In a direct-gap semiconductor the band gap sets the absorption edge, and in all the runs below both band edges lie at the zone centre. Five zinc and cadmium chalcogenides with the zincblende structure were computed with PBE and then, with the atoms held in place, with r2SCAN. In the table, "given" marks the PBE values of gap and pressure; the columns without that word are r2SCAN. The problem is to decide which level suits which purpose.

Zincblende compounds (space group F-43m), computed with Ansatz 0.2.0 (plane-wave PAW, scalar-relativistic, no spin polarisation, Gaussian smearing of 0.02 eV, Gamma-centred k meshes). Given gaps and pressures are from PBE at a cutoff of 420 eV, the others from r2SCAN at 500 eV with the same cell and atomic positions. Pressure is positive in compression.

```tsv
formula	element on site A	Z A	element on site B	Z B	volume per atom (Å³)	shortest distance (Å)	k mesh	asked k mesh	given band gap (eV)	given pressure (GPa)	band gap (eV)	pressure (GPa)	band gap less given band gap (eV)	costlier level
ZnS	Zn	30	S	16	20.16	2.357	10×10×10	10×10×10	2.016	0.02	2.566	-2.20	0.550	r2SCAN
ZnSe	Zn	30	Se	34	23.54	2.482	8×8×8	8×8×8	1.154	0.03	1.720	-2.11	0.566	r2SCAN
CdS	Cd	48	S	16	26.02	2.566	8×8×8	8×8×8	1.042	0.01	1.486	-1.41	0.444	r2SCAN
CdSe	Cd	48	Se	34	29.74	2.683	10×10×10	10×10×10	0.494	-0.02	0.970	-1.48	0.476	r2SCAN
CdTe	Cd	48	Te	52	36.22	2.865	10×10×10	10×10×10	0.587	0.01	1.079	-1.03	0.492	r2SCAN
```

**(a) Does r2SCAN multiply the PBE gap by a factor, or add a constant to it? Estimate the r2SCAN gap of CdS from its PBE gap and the other four compounds.**

*Solution.* The PBE gaps run from about 0.5 to 2.0 eV, a fourfold range, yet the opening stays between 0.44 and 0.57 eV. A common factor would have made it largest by far in ZnS. The better simple rule is therefore

r2SCAN gap ≈ PBE gap + constant.

For CdS, take the constant as the mean opening of the other four compounds, so that CdS has no part in its own estimate:

(0.550 + 0.566 + 0.476 + 0.492)/4 = 0.521 eV

1.042 + 0.521 = 1.563 eV

The calculation gives 1.486 eV, so the estimate is 0.08 eV too high. CdS has the smallest opening and is the hardest case, though ZnSe, with the largest, would be missed by almost as much in the other direction.

Fitted to all five compounds, the constant is 0.51 eV. When each compound is left out in turn, the typical miss is 0.06 eV, against 0.31 eV for a common factor; the printed output after this text gives both fits. The constant predicts what r2SCAN would give, not what an experiment would measure.

**(b) Which band edge moves, and why should the step depend so little on the size of the gap?**

*Solution.* Both edges move, and they move apart. Measured from the average electrostatic potential of the cell, the top of the valence band falls by 0.25 to 0.31 eV and the bottom of the conduction band rises by 0.18 to 0.27 eV. These shifts come from the same calculations as the table. The reference that the program reports has the same value at both levels and need not follow changes of charge near the nuclei, so the sum of the two shifts is firm while their split is less so. They are not changes of ionisation energy, which would need a surface.

Theory explains why a change of functional can do this. In PBE, all electrons feel one potential that depends only on position. The true gap is the gap between the levels in the exact potential of this kind plus a jump of that potential when an electron is added, and PBE has no such jump. Its gap would therefore be expected to come out too small even if its density were good.

r2SCAN also uses the kinetic-energy density, which measures how steeply the orbitals vary in space. Its effective potential then contains a term that acts on the slope of each orbital. Two orbitals at the same place can be shifted differently, and the gap between the levels can take up part of the missing jump.

The orbitals at the two edges differ in just this way. In these compounds the valence top is built mainly from p orbitals of the anion, while the conduction bottom is an antibonding mixture of s orbitals with much weight on the cation. On this argument, which the calculations do not test directly, the correction follows the shape of these orbitals and not directly the energy between them. All five compounds have similar edge orbitals and similar bonding, which makes a similar step plausible across the gaps in this table. For another zinc or cadmium chalcogenide with the same kind of edges, a step of about half an electronvolt is a sensible first guess. The rule should not be carried over to strongly ionic solids with wide gaps: MgO also has a p-like valence top and an s-like conduction bottom, but its step is expected to be clearly larger.

A second cause may contribute. The filled d shell of zinc or cadmium lies below the anion p states and pushes them up, and PBE is known to place such d shells too high, which strengthens the push. A functional that lowers the d shell would let the valence top sink. The calculations give the d levels of ZnS and ZnSe at the zone centre with both functionals, so whether r2SCAN lowers the shell against the valence top could be checked, but that comparison is not made here. How much of the step comes from this cause would remain open even then, because a lower d shell does not by itself show how far the weaker push lets the valence top sink.

The constant fails most visibly between the two metals. For the sulfides and for the selenides, zinc gives an opening about 0.1 eV larger than cadmium, and most of that difference lies in the conduction edge. The calculations do not show why, and the metal may not be the whole story. The conduction edge of CdTe rises by 0.24 eV, close to the zinc values. The cadmium dataset also keeps its 4s and 4p shells in the valence, while the zinc dataset has only 4s and 3d, and how much this affects the step was not tested. Smaller differences deserve no explanation here, since the plane-wave cutoff was raised together with the functional and its effect was not tested separately.

**(c) Which level is good enough for a rough ranking, for choosing between two close candidates, and for predicting an absorption edge?**

*Solution.* Start with the absorption edge. Spin–orbit coupling is missing at both levels; it raises the valence top by about one third of the spin–orbit splitting and so narrows the gap. With rough recalled splittings and measured gaps, PBE falls short by about 1.3 to 1.8 eV and r2SCAN by about 0.8 to 1.3 eV. The step to r2SCAN thus removes only about a third of the error.

The choice of cell does not rescue either level. The PBE cells are nearly free of pressure, but r2SCAN finds them under tension, at −1.0 to −2.2 GPa, and would shrink them. A rough estimate puts the resulting extra opening at the order of 0.1 eV. Zero-point motion and temperature are also left out, but their usual effect is small beside the remaining shortfall. A purpose that needs the gap to 0.1 or 0.2 eV is served by neither functional.

For a rough ranking, PBE is enough where the gaps are far apart: both levels put ZnS well above the rest and the two narrow-gap cadmium compounds at the bottom. ZnSe and CdS are a closer call. As computed, PBE puts ZnSe 0.11 eV higher, but after the spin–orbit estimate from recalled splittings their PBE gaps coincide within 0.01 eV, whereas r2SCAN puts ZnSe 0.12 eV higher, in the direction of the measured order. Here the order rests on the difference between zinc and cadmium in part (b), whose origin is not settled.

CdSe and CdTe call for a different remedy. Both functionals give CdTe the wider gap, by about 0.1 eV. Spin–orbit coupling should lower the CdTe gap by roughly 0.17 eV more than that of CdSe, which would reverse the order, by less than 0.1 eV, into that of the recalled measured gaps, where CdSe is the wider. Changing from PBE to r2SCAN leaves this problem untouched.

As for cost, the number of plane waves grows as the cutoff to the power 3/2, so going from 420 to 500 eV adds about 30%. r2SCAN also has to evaluate its kinetic-energy term, but it remains a semilocal method like PBE; no timings are available for a closer figure.

In practice, use PBE only to sort gaps that differ by more than about half an electronvolt, because its shortfall varies by about that much among these five compounds once spin–orbit coupling is allowed for, and by more without it. The shortfall is largest in ZnS and smallest in CdTe, so part of this spread follows the gap itself, and the figure is a cautious margin rather than a measured ranking error. For closer candidates r2SCAN can help, as it does for ZnSe and CdS, but that is a single pair and the r2SCAN shortfall varies nearly as much, so take its order as a hint and not as a decision. Add spin–orbit coupling before ranking heavy-anion compounds, and turn to a method beyond both functionals when the absorption edge itself is the specification.

Printed output of the fit:

```
Step from PBE to r2SCAN at fixed atoms:
   row  valence edge shift (eV)  conduction edge shift (eV)  opening in % of PBE gap  change of cation Bader charge (e)
   ZnS                  -0.2793                      0.2707                    27.28                             0.0789
  ZnSe                  -0.3138                      0.2515                    49.05                             0.0911
   CdS                  -0.2688                      0.1754                    42.61                             0.0869
  CdSe                  -0.2984                      0.1776                    96.36                             0.1007
  CdTe                  -0.2546                      0.2374                    83.82                             0.1017
Rough accuracy after a spin-orbit estimate:
   row  PBE gap (eV)  r2SCAN gap (eV)  PBE shortfall (eV)  r2SCAN shortfall (eV)  part removed (%)  volume contraction (%)
   ZnS         1.993            2.543               1.807                  1.257             30.43                   2.857
  ZnSe         1.021            1.587               1.779                  1.213             31.81                   3.403
   CdS         1.019            1.463               1.481                  1.037             29.97                   2.274
  CdSe        0.3607           0.8367               1.439                 0.9633             33.07                   2.792
  CdTe         0.287            0.779               1.313                  0.821             37.47                   2.452
fit of gap_opening on 5 rows: constant 0.5056 +/- 0.023; rms 0.0458, worst CdS 0.0616, leave-one-out rms 0.0572
fit of band_gap on 5 rows: coefficient of given_band_gap 1.389 +/- 0.088; rms 0.21, worst CdSe -0.284, leave-one-out rms 0.313
Opening of ZnS less that of CdS (eV): 0.106
Part of it in the conduction edge (eV): 0.09526
Opening of ZnSe less that of CdSe (eV): 0.09
Part of that in the conduction edge (eV): 0.07388
PBE gap of CdTe less that of CdSe (eV): 0.093
r2SCAN gap of CdTe less that of CdSe (eV): 0.109
Rough extra spin-orbit lowering of the CdTe gap against CdSe (eV): 0.1667
Order of magnitude of further opening on contraction with a rough 4 eV deformation potential (eV): 0.1102
Plane waves at 500 eV over those at 420 eV (ratio): 1.299
```
